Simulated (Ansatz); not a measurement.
# SnO: the cost of one run

Method: DFT PBE, scalar-relativistic, plane waves, PAW, in Ansatz 0.2.0.

2 further runs of the same task are left out: 2 set aside as unsound or not needed.

## Step 1: The starting structure

The structure is tetragonal, space group P4/nmm (No. 129). The conventional cell has a = 3.868 Å, b = 3.868 Å, c = 5.066 Å, α = 90.00°, β = 90.00°, γ = 90.00°. Sn (site symmetry 4mm) has 4 O at 2.25 Å as nearest neighbours. O (site symmetry -4m2) is surrounded by 4 Sn at 2.25 Å.

As a file:

```cif
data_structure
_symmetry_space_group_name_H-M 'P 1'
_symmetry_Int_Tables_number 1
_cell_length_a 3.8683
_cell_length_b 3.8683
_cell_length_c 5.0662
_cell_angle_alpha 90.000
_cell_angle_beta 90.000
_cell_angle_gamma 90.000
_cell_volume 75.81
loop_
_atom_site_label
_atom_site_type_symbol
_atom_site_fract_x
_atom_site_fract_y
_atom_site_fract_z
_atom_site_occupancy
Sn1 Sn 0.00000 0.50000 0.22878 1
Sn2 Sn 0.50000 0.00000 0.77122 1
O1 O 0.50000 0.50000 0.00000 1
O2 O 0.00000 0.00000 0.00000 1
```

It goes back to an entry of the Materials Project, which need not be the stable form.

It is the result of an earlier relaxation at this level (volume 18.95 Å³/atom; gap on the mesh: 0.50 eV).

The unstrained cell comes from an earlier run at this level (4 atoms, E(σ→0) -13183.4053 eV, gap 0.49 eV over the zone).

## Step 2: At +2.0 %

File input.yaml:

```yaml
crystal:
  lattice:
    - [3.8682628244, 0.0, 0.0]
    - [0.0, 3.8682628244, 0.0]
    - [0.1013248039, 0.0, 5.0662401931]
  atoms:
    - { symbol: Sn, position: [0.0, 0.5, 0.228775682] }
    - { symbol: Sn, position: [0.5, 0.0, 0.771224318] }
    - { symbol: O, position: [0.5, 0.5, 0.0] }
    - { symbol: O, position: [0.0, 0.0, 0.0] }
basis:
  ecutwfc: 420
kpoints:
  mp_grid: { grid: [10, 10, 8] }
hamiltonian:
  xc: pbe
scf:
  occupations: { method: gaussian, width: 0.01 }
output:
  forces: true
  stress: true
  eigenvalues: true
relax:
  adjacent_minimum: "off"
  f_tol: 0.008
  max_steps: 40
```

On the command line:

```
$ ansatz run input.yaml --threads 1 --pin off --max-ram 2560MiB --backend cpu --events-out ev --progress --plain --runs-dir out
```

**Question.** How long does this run take on 1 thread of Intel Xeon Platinum 8488C (Sapphire Rapids), shared host, and how much memory does it need?

About 78 s, with a peak of 0.67 GiB.
